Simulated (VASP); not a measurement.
# Zr (P6_3/mmc) in VASP: further runs, part 2 of 2

VASP 6.6.1.

### 5 Equation of state, PBEsol, 23.75 Å³/atom (volume scaled by 1.02)

Input file INCAR:

```
  ALGO = Normal
  EDIFF = 1E-7
  ENCUT = 520
  GGA = PS
  ISIF = 2
  ISMEAR = -1
  LASPH = True
  LCHARG = False
  LREAL = False
  LWAVE = False
  NBANDS = 19
  NELM = 80
  PREC = Accurate
  SIGMA = 0.05
```

Input file KPOINTS:

```
k-points
0
Gamma
  9 9 5
```

Input file POSCAR:

```
Zr
1.0
    3.2534045973      0.0000000000      0.0000000000
   -1.6267022986      2.8175310300      0.0000000000
    0.0000000000      0.0000000000      5.1810870861
Zr
2
Direct
    0.6666666667      0.3333333333      0.7500000000
    0.3333333333      0.6666666667      0.2500000000
```

Started as:

```sh
$ cat potpaw_PBE.64/Zr_sv/POTCAR > POTCAR
$ mpirun -np 1 vasp_std > vasp.out
```

It took 28 s on 1 thread of Intel Xeon Platinum 8375C at 2.90GHz (Ice Lake), shared host; peak memory 0.16 GiB.

It converged, with:

```
Free energy            : -18.1357 eV
Pressure               : -4.9 GPa
Band gap on the k mesh : none (metal or under the smearing width)
```

Caveat: the PAW data sets were made with another functional, which shifts forces and pressure a little.

### 6 Equation of state, PBEsol, 24.21 Å³/atom (volume scaled by 1.04)

INCAR is that of step 5.

KPOINTS is that of step 5.

Input file POSCAR:

```
Zr
1.0
    3.2745311931      0.0000000000      0.0000000000
   -1.6372655966      2.8358271987      0.0000000000
    0.0000000000      0.0000000000      5.2147314515
Zr
2
Direct
    0.6666666667      0.3333333333      0.7500000000
    0.3333333333      0.6666666667      0.2500000000
```

Potentials or basis: VASP PAW PBE potentials, release 64 (Zr_sv).

Started as:

```sh
$ cat potpaw_PBE.64/Zr_sv/POTCAR > POTCAR
$ mpirun -np 1 vasp_std > vasp.out
```

Wall time 29 s (1 thread of Intel Xeon Platinum 8375C at 2.90GHz (Ice Lake), shared host); peak memory 0.17 GiB.

It converged, with:

```
Free energy            : -18.1028 eV
Pressure               : -6.5 GPa
Band gap on the k mesh : none (metal or under the smearing width)
```

Caveat: the PAW data sets were made with another functional, which shifts forces and pressure a little.

### 7 Equation of state, PBEsol, 24.68 Å³/atom (volume scaled by 1.06)

INCAR is that of step 6.

KPOINTS is that of step 6.

Input file POSCAR:

```
Zr
1.0
    3.2953886421      0.0000000000      0.0000000000
   -1.6476943210      2.8538902793      0.0000000000
    0.0000000000      0.0000000000      5.2479471970
Zr
2
Direct
    0.6666666667      0.3333333333      0.7500000000
    0.3333333333      0.6666666667      0.2500000000
```

Started as:

```sh
$ cat potpaw_PBE.64/Zr_sv/POTCAR > POTCAR
$ mpirun -np 1 vasp_std > vasp.out
```

Wall time 48 s (1 thread of Intel Xeon Platinum 8375C at 2.90GHz (Ice Lake), shared host); peak memory 0.18 GiB.

Results (log left out):

```yaml
Free_energy: -18.0612 eV
Pressure: -7.9 GPa
Band_gap_on_the_k_mesh: none (metal or under the smearing width)
```

Caveat: the PAW data sets were made with another functional, which shifts forces and pressure a little.

### 8 Equation of state, PBEsol

No new run: the results of the series are fitted here.

What came out:

| Item | Value |
| --- | --- |
| Equilibrium volume | 22.51 Å³/atom |
| Bulk modulus at fixed shape and positions | 99 GPa |
| Pressure derivative of the bulk modulus | 3.2 |

Energy against volume, from the lowest point:
```
volume (Å³/atom)  energy (meV/atom)
          21.884               5.31
          22.350               0.00
          22.815               0.86
          23.281               7.38
          23.746              19.06
          24.212              35.51
          24.678              56.31
```

Caveat: the cell was scaled at fixed shape and fractional positions, which overstates the stiffness of a crystal with free parameters, most of all of layers and chains; the PAW data sets were made with another functional, which shifts forces and pressure a little.

### 9 Equation of state, PBE, 21.88 Å³/atom (volume scaled by 0.94)

Input file INCAR:

```
PREC = Accurate
ENCUT = 520
EDIFF = 1E-7
ISMEAR = -1
SIGMA = 0.05
LREAL = F
LASPH = T
NELM = 80
ALGO = Normal
ISIF = 2
LWAVE = F
LCHARG = F
GGA = PE
NBANDS = 19
```

Input file KPOINTS:

```
regular mesh
0
Gamma
  9 9 5
```

Input file POSCAR:

```
Zr
1.0
    3.1660223034      0.0000000000      0.0000000000
   -1.5830111517      2.7418557436      0.0000000000
    0.0000000000      0.0000000000      5.0419297016
Zr
2
Direct
    0.6666666667      0.3333333333      0.7500000000
    0.3333333333      0.6666666667      0.2500000000
```

Potentials or basis: VASP PAW PBE potentials, release 64 (Zr_sv).

Started as:

```sh
$ cat potpaw_PBE.64/Zr_sv/POTCAR > POTCAR
$ mpirun -np 1 vasp_std > vasp.out
```

Run time: 25 s. Hardware: 1 thread of Intel Xeon Platinum 8488C (Sapphire Rapids), shared host; peak memory 0.16 GiB.

It converged, with:

- Free energy: -16.9890 eV
- Pressure: 7.0 GPa
- Band gap on the k mesh: none (metal or under the smearing width)

### 10 Equation of state, PBE, 22.35 Å³/atom (volume scaled by 0.96)

Input file INCAR:

```
SYSTEM = Zr
  ALGO = Normal
  EDIFF = 1E-7
  ENCUT = 520
  GGA = PE
  ISIF = 2
  ISMEAR = -1
  LASPH = .True.
  LCHARG = .False.
  LREAL = .False.
  LWAVE = .False.
  NBANDS = 19
  NELM = 100
  PREC = Accurate
  SIGMA = 0.05
```

Input file KPOINTS:

```
k-points
0
Gamma
  9 9 5
  0 0 0
```

Input file POSCAR:

```
Zr
1.0
    3.1883189697      0.0000000000      0.0000000000
   -1.5941594848      2.7611652231      0.0000000000
    0.0000000000      0.0000000000      5.0774374186
Zr
2
Direct
    0.6666666667      0.3333333333      0.7500000000
    0.3333333333      0.6666666667      0.2500000000
```

Started as:

```sh
$ cat potpaw_PBE.64/Zr_sv/POTCAR > POTCAR
$ mpirun -np 1 vasp_std > vasp.out
```

It took 28 s on 1 thread of Intel Xeon Platinum 8488C (Sapphire Rapids), shared host; peak memory 0.16 GiB.

The run converged. Its results:

```yaml
Free_energy: -17.0234 eV
Pressure: 4.7 GPa
Band_gap_on_the_k_mesh: none (metal or under the smearing width)
```

### 11 Equation of state, PBE, 22.82 Å³/atom (volume scaled by 0.98)

Input file INCAR:

```
  PREC = Accurate
  ENCUT = 520
  EDIFF = 1E-7
  ISMEAR = -1
  SIGMA = 0.05
  LREAL = F
  LASPH = T
  NELM = 80
  ALGO = Normal
  ISIF = 2
  LWAVE = F
  LCHARG = F
  GGA = PE
  NBANDS = 19
```

Input file KPOINTS:

```
Automatic mesh
0
Gamma
  9 9 5
```

Input file POSCAR:

```
Zr
1.0
    3.2103080712      0.0000000000      0.0000000000
   -1.6051540356      2.7802083436      0.0000000000
    0.0000000000      0.0000000000      5.1124553350
Zr
2
Direct
    0.6666666667      0.3333333333      0.7500000000
    0.3333333333      0.6666666667      0.2500000000
```

Started as:

```sh
$ cat potpaw_PBE.64/Zr_sv/POTCAR > POTCAR
$ mpirun -np 1 vasp_std > vasp.out
```

It took 26 s on 1 thread of Intel Xeon Platinum 8488C (Sapphire Rapids), shared host; peak memory 0.16 GiB.

It converged, with:

```yaml
Free_energy: -17.0445 eV
Pressure: 2.5 GPa
Band_gap_on_the_k_mesh: none (metal or under the smearing width)
```

### 12 Equation of state, PBE, 23.75 Å³/atom (volume scaled by 1.02)

Input file INCAR:

```
SYSTEM = Zr
  PREC = Accurate
  ENCUT = 520
  EDIFF = 1E-7
  ISMEAR = -1
  SIGMA = 0.05
  LREAL = .False.
  LASPH = .True.
  NELM = 60
  ALGO = Normal
  ISIF = 2
  LWAVE = .False.
  LCHARG = .False.
  GGA = PE
  NBANDS = 19
```

Input file KPOINTS:

```
regular mesh
0
Gamma
  9 9 5
  0 0 0
```

Input file POSCAR:

```
Zr
1.0
    3.2534045973      0.0000000000      0.0000000000
   -1.6267022986      2.8175310300      0.0000000000
    0.0000000000      0.0000000000      5.1810870861
Zr
2
Direct
    0.6666666667      0.3333333333      0.7500000000
    0.3333333333      0.6666666667      0.2500000000
```

Potentials or basis: VASP PAW PBE potentials, release 64 (Zr_sv).

Started as:

```sh
$ cat potpaw_PBE.64/Zr_sv/POTCAR > POTCAR
$ mpirun -np 1 vasp_std > vasp.out
```

It took 22 s on 1 thread of Intel Xeon Platinum 8488C (Sapphire Rapids), shared host; peak memory 0.16 GiB.

It converged, with:

```
Free energy            : -17.0513 eV
Pressure               : -1.4 GPa
Band gap on the k mesh : none (metal or under the smearing width)
```

### 13 Equation of state, PBE, 24.21 Å³/atom (volume scaled by 1.04)

Input file INCAR:

```
SYSTEM = Zr
PREC     = Accurate       ! precision mode
ENCUT    = 520            ! plane-wave cutoff, eV
EDIFF    = 1E-7           ! SCF threshold, eV
ISMEAR   = -1             ! smearing method
SIGMA    = 0.05           ! smearing width, eV
LREAL    = .False.        ! projectors in reciprocal space
LASPH    = .True.         ! aspherical terms in the spheres
NELM     = 100            ! most SCF steps
ALGO     = Normal         ! electronic algorithm
ISIF     = 2              ! what is computed and relaxed
LWAVE    = .False.        ! write WAVECAR
LCHARG   = .False.        ! write CHGCAR
GGA      = PE             ! functional
NBANDS   = 19             ! bands
```

Input file KPOINTS:

```
Automatic mesh
0
Gamma
  9 9 5
  0 0 0
```

Input file POSCAR:

```
Zr
1.0
    3.2745311931      0.0000000000      0.0000000000
   -1.6372655966      2.8358271987      0.0000000000
    0.0000000000      0.0000000000      5.2147314515
Zr
2
Direct
    0.6666666667      0.3333333333      0.7500000000
    0.3333333333      0.6666666667      0.2500000000
```

Started as:

```sh
$ cat potpaw_PBE.64/Zr_sv/POTCAR > POTCAR
$ mpirun -np 1 vasp_std > vasp.out
```

Wall time 22 s (1 thread of Intel Xeon Platinum 8488C (Sapphire Rapids), shared host); peak memory 0.16 GiB.

Results (log left out):

```yaml
Free_energy: -17.0389 eV
Pressure: -3.0 GPa
Band_gap_on_the_k_mesh: none (metal or under the smearing width)
```

### 14 Equation of state, PBE, 24.68 Å³/atom (volume scaled by 1.06)

Input file INCAR:

```
ALGO = Normal ; EDIFF = 1E-7
ENCUT = 520 ; GGA = PE
ISIF = 2 ; ISMEAR = -1
LASPH = True ; LCHARG = False
LREAL = False ; LWAVE = False
NBANDS = 19 ; NELM = 80
PREC = Accurate ; SIGMA = 0.05
```

Input file KPOINTS:

```
k-points
0
Gamma
  9 9 5
```

Input file POSCAR:

```
Zr
1.0
    3.2953886421      0.0000000000      0.0000000000
   -1.6476943210      2.8538902793      0.0000000000
    0.0000000000      0.0000000000      5.2479471970
Zr
2
Direct
    0.6666666667      0.3333333333      0.7500000000
    0.3333333333      0.6666666667      0.2500000000
```

Started as:

```sh
$ cat potpaw_PBE.64/Zr_sv/POTCAR > POTCAR
$ mpirun -np 1 vasp_std > vasp.out
```

It took 26 s on 1 thread of Intel Xeon Platinum 8488C (Sapphire Rapids), shared host; peak memory 0.18 GiB.

The run converged. Its results:

| Property | Result |
| --- | --- |
| Free energy | -17.0170 eV |
| Pressure | -4.6 GPa |
| Band gap on the k mesh | none (metal or under the smearing width) |

### 15 Equation of state, PBE

Potentials or basis: VASP PAW PBE potentials, release 64 (Zr_sv).

This step only gathers the single runs of the series.

Results:

* Equilibrium volume: 23.42 Å³/atom
* Bulk modulus at fixed shape and positions: 94 GPa
* Pressure derivative of the bulk modulus: 3.2

Energy against volume, from the lowest point:
| volume (Å³/atom) | energy (meV/atom) |
| --- | --- |
| 21.884 | 32.26 |
| 22.350 | 15.06 |
| 22.815 | 4.49 |
| 23.281 | 0.00 |
| 23.746 | 1.08 |
| 24.212 | 7.31 |
| 24.678 | 18.26 |

Caveat: the cell was scaled at fixed shape and fractional positions, which overstates the stiffness of a crystal with free parameters, most of all of layers and chains.
